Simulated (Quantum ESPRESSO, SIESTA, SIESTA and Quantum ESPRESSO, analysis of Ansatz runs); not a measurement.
# Al2O3 (R-3c):V_O, a ladder of methods on one cell (SIESTA and Quantum ESPRESSO)

We place the charge-transition levels of V_O in Al2O3 (R-3c) with atom-centred orbitals, then repeat the energies at other levels of method to see what holds. Model: a cell of 80 host atoms with 1 O taken out.

Main program and level: SIESTA and Quantum ESPRESSO; SIESTA numerical-orbital DFT, PBEsol, DZP basis, PseudoDojo 0.4.1 potentials converted to PSML; charged supercells in a uniform background, point-charge correction with alignment at far sites.

**What experiment says.**

“Multi-petahertz electron interference in Cr:Al2O3 solid-state material” (2018, pmc:5906618) quotes from earlier work for Al2O3, alpha (corundum) (high-purity reference sample): band gap (optical band gap of host from absorption) 8.7 eV [literature value quoted for a high-purity sample; optical absorption edge, temperature …].

### 1. The structure

The cell holds 79 atoms: 32 Al and 47 O. Cell: a = 10.305 Å, b = 10.305 Å, c = 10.305 Å, α = 55.5°, β = 55.5°, γ = 55.5°. It derives from Al2O3 (space group R-3c). Nearest the centre at fractional (0.625, 0.278, 0.472): Al41 at 1.87 Å, Al2 at 1.87 Å, Al53 at 1.98 Å, Al52 at 1.98 Å, O79 at 2.54 Å, O16 at 2.54 Å, O57 at 2.63 Å, O18 at 2.63 Å.

Structure file:

```
CELL_PARAMETERS angstrom
4.79850 2.77042 8.68872
-4.79850 2.77042 8.68872
0.00000 -5.54083 8.68872
ATOMIC_POSITIONS crystal
Al 0.32365 0.32365 0.32365
Al 0.42635 0.42635 0.42635
Al 0.07365 0.07365 0.07365
Al 0.17635 0.17635 0.17635
O 0.22239 0.02761 0.37500
O 0.47239 0.12500 0.27761
O 0.02761 0.37500 0.22239
O 0.37500 0.22239 0.02761
O 0.12500 0.27761 0.47239
O 0.27761 0.47239 0.12500
Al 0.32365 0.32365 0.82365
Al 0.42635 0.42635 0.92635
Al 0.07365 0.07365 0.57365
Al 0.17635 0.17635 0.67635
O 0.22239 0.02761 0.87500
O 0.47239 0.12500 0.77761
O 0.02761 0.37500 0.72239
O 0.37500 0.22239 0.52761
O 0.12500 0.27761 0.97239
O 0.27761 0.47239 0.62500
Al 0.32365 0.82365 0.32365
Al 0.42635 0.92635 0.42635
Al 0.07365 0.57365 0.07365
Al 0.17635 0.67635 0.17635
O 0.22239 0.52761 0.37500
O 0.47239 0.62500 0.27761
O 0.02761 0.87500 0.22239
O 0.37500 0.72239 0.02761
O 0.12500 0.77761 0.47239
O 0.27761 0.97239 0.12500
Al 0.32365 0.82365 0.82365
Al 0.42635 0.92635 0.92635
Al 0.07365 0.57365 0.57365
Al 0.17635 0.67635 0.67635
O 0.22239 0.52761 0.87500
O 0.47239 0.62500 0.77761
O 0.02761 0.87500 0.72239
O 0.37500 0.72239 0.52761
O 0.12500 0.77761 0.97239
O 0.27761 0.97239 0.62500
Al 0.82365 0.32365 0.32365
Al 0.92635 0.42635 0.42635
Al 0.57365 0.07365 0.07365
Al 0.67635 0.17635 0.17635
O 0.72239 0.02761 0.37500
O 0.97239 0.12500 0.27761
O 0.52761 0.37500 0.22239
O 0.87500 0.22239 0.02761
O 0.77761 0.47239 0.12500
Al 0.82365 0.32365 0.82365
Al 0.92635 0.42635 0.92635
Al 0.57365 0.07365 0.57365
Al 0.67635 0.17635 0.67635
O 0.72239 0.02761 0.87500
O 0.97239 0.12500 0.77761
O 0.52761 0.37500 0.72239
O 0.87500 0.22239 0.52761
O 0.62500 0.27761 0.97239
O 0.77761 0.47239 0.62500
Al 0.82365 0.82365 0.32365
Al 0.92635 0.92635 0.42635
Al 0.57365 0.57365 0.07365
Al 0.67635 0.67635 0.17635
O 0.72239 0.52761 0.37500
O 0.97239 0.62500 0.27761
O 0.52761 0.87500 0.22239
O 0.87500 0.72239 0.02761
O 0.62500 0.77761 0.47239
O 0.77761 0.97239 0.12500
Al 0.82365 0.82365 0.82365
Al 0.92635 0.92635 0.92635
Al 0.57365 0.57365 0.57365
Al 0.67635 0.67635 0.67635
O 0.72239 0.52761 0.87500
O 0.97239 0.62500 0.77761
O 0.52761 0.87500 0.72239
O 0.87500 0.72239 0.52761
O 0.62500 0.77761 0.97239
O 0.77761 0.97239 0.62500
```

Screening for the image-charge correction: ε∞ = (3.25, 3.25, 3.21), ε0 = (9.30, 9.30, 11.25), from a response run on this crystal (DFPT, PBEsol, Quantum ESPRESSO) at that run's own cell.

The cell's shortest repeat is 9.6 Å.

The primitive cell was relaxed at this level beforehand, to 86.63 Å³.

The defect-free supercell was relaxed beforehand, from displaced atoms: they ended at most 0.01 Å from the sites they started about, so the symmetric structure holds.

### 2. Band edges

Levels are counted from the valence top, which comes from the unit cell, dense mesh; the energy of the host comes from the defect-free supercell at the defects' own k-points, so that the host's part of the sampling error cancels.

The input, host.fdf:

```
SystemName                      Al2O3
SystemLabel                     host
NumberOfSpecies                 2
NumberOfAtoms                   10
%block ChemicalSpeciesLabel
  1   13 Al
  2    8 O
%endblock ChemicalSpeciesLabel
LatticeConstant                 1.0 Ang
%block LatticeVectors
     2.399251000     1.385208000     4.344362000
    -2.399251000     1.385208000     4.344362000
     0.000000000    -2.770417000     4.344362000
%endblock LatticeVectors
AtomicCoordinatesFormat         Fractional
%block AtomicCoordinatesAndAtomicSpecies
     0.647298456     0.647298456     0.647298583  1
     0.852701484     0.852701484     0.852701537  1
     0.147298516     0.147298516     0.147298463  1
     0.352701544     0.352701544     0.352701417  1
     0.444775926     0.055223937     0.750000022  2
     0.944776004     0.250000009     0.555224102  2
     0.055223996     0.749999991     0.444775898  2
     0.749999993     0.444775987     0.055223905  2
     0.250000007     0.555224013     0.944776095  2
     0.555224074     0.944776063     0.249999978  2
%endblock AtomicCoordinatesAndAtomicSpecies
%block kgrid.MonkhorstPack
    8   0   0  0.00
    0   8   0  0.00
    0   0   8  0.00
%endblock kgrid.MonkhorstPack
XC.Functional                   GGA
XC.Authors                      PBEsol
PAO.BasisSize                   DZP
PAO.EnergyShift                 0.005 Ry
Mesh.Cutoff                     300 Ry
OccupationFunction              FD
ElectronicTemperature           0.01 eV
MaxSCFIterations                150
SCF.MustConverge                true
SCF.Mixer.Method                Pulay
SCF.Mixer.Weight                0.2
SCF.Mixer.History               10
SCF.DM.Tolerance                1.0e-4
SCF.H.Tolerance                 1.0e-3 eV
WriteForces                     true
Charge.Mulliken                 end
```

The run is started by

```sh
> OMP_NUM_THREADS=1 siesta host.fdf > host.out
```

Output:

```text
Version         : 5.4.2

                           ***********************
                           *  WELCOME TO SIESTA  *
                           ***********************

[...]
reinit: Reading from file host.fdf

reinit: -----------------------------------------------------------------------
reinit: System Name: Al2O3
reinit: -----------------------------------------------------------------------
reinit: System Label: host
reinit: -----------------------------------------------------------------------

initatom: Reading input for the pseudopotentials and atomic orbitals ----------
Species number:   1 Atomic number:   13 Label: Al
Species number:   2 Atomic number:    8 Label: O

[... pseudopotential checks and orbital generation ...]

prinput: Basis input

PAO.BasisType split

%block ChemicalSpeciesLabel
    1   13 Al                      # Species index, atomic number, species label
    2    8 O                       # Species index, atomic number, species label
%endblock ChemicalSpeciesLabel

%block PAO.Basis                 # Define Basis set
# WARNING: This information might be incomplete!
[...]
siesta:       Hartree =     723.783037
siesta:         Exch. =    -742.901712
siesta:         Corr. =     -66.348275
siesta:   Exch.-corr. =    -809.249987
siesta:  Ion-electron =   -3237.201033
siesta:       Ion-ion =   -1590.741006
siesta:         Total =   -2959.489365
siesta:         Fermi =      -8.009341
[...]
siesta: Stress tensor (static) (eV/Ang**3):
siesta:     0.000136   -0.000000    0.000000
siesta:    -0.000000    0.000136   -0.000000
siesta:     0.000000   -0.000000    0.000131
[...]
siesta: Cell volume =         86.629945 Ang**3
[...]
siesta: Pressure (static):
siesta:                Solid            Molecule  Units
siesta:          -0.00000147         -0.00000153  Ry/Bohr**3
siesta:          -0.00013463         -0.00014063  eV/Ang**3
siesta:          -0.21570807         -0.22532019  kBar
[...]
mulliken: Qtot =       48.000

Mulliken Atomic Populations:
Atom #   charge [q] valence [e]  Species
     1     0.612547    2.387453  Al
     2     0.612547    2.387453  Al
     3     0.612547    2.387453  Al
     4     0.612547    2.387453  Al
     5    -0.408365    6.408365  O
     6    -0.408364    6.408364  O
     7    -0.408364    6.408364  O
     8    -0.408364    6.408364  O
     9    -0.408364    6.408364  O
    10    -0.408365    6.408365  O
 Total    -0.000000

Job completed
```

The job ended after 2.5 min (1 MPI rank of Arm Neoverse V1, shared host; peak memory 0.37 GiB).

The gap at this level is 5.88 eV.

Test of the sampling: at one point at (¼, ¼, ¼) the host's energy lies 3 meV an atom above its value on the primitive cell's dense mesh, close enough for the relaxations.

[end of part 1 of 5]

[Logs are printed without paths, hosts, clocks, repeated set-up lines and the standing remarks that a program may print on its own settings, such as how far it seeks lower states.]

[Hosts, paths, dates, database ids (printed as entryN), source tags and the programs' standing remarks are cut or masked in the printed files.]

[For some hosts the program warned that the k-mesh of the response run may be too coarse for force constants and the static dielectric constant; such warnings are not shown here.]

[Charge tables in the logs are Mulliken or Hirshfeld populations, whose sizes and signs can differ; where basis functions stand at a vacancy, SIESTA counts their charge against the missing atom's valence.]

[In relaxation paths of CP2K, step 0 can be the structure after the first move, since the trajectory file begins there, and the last row can be the final structure solved once more.]
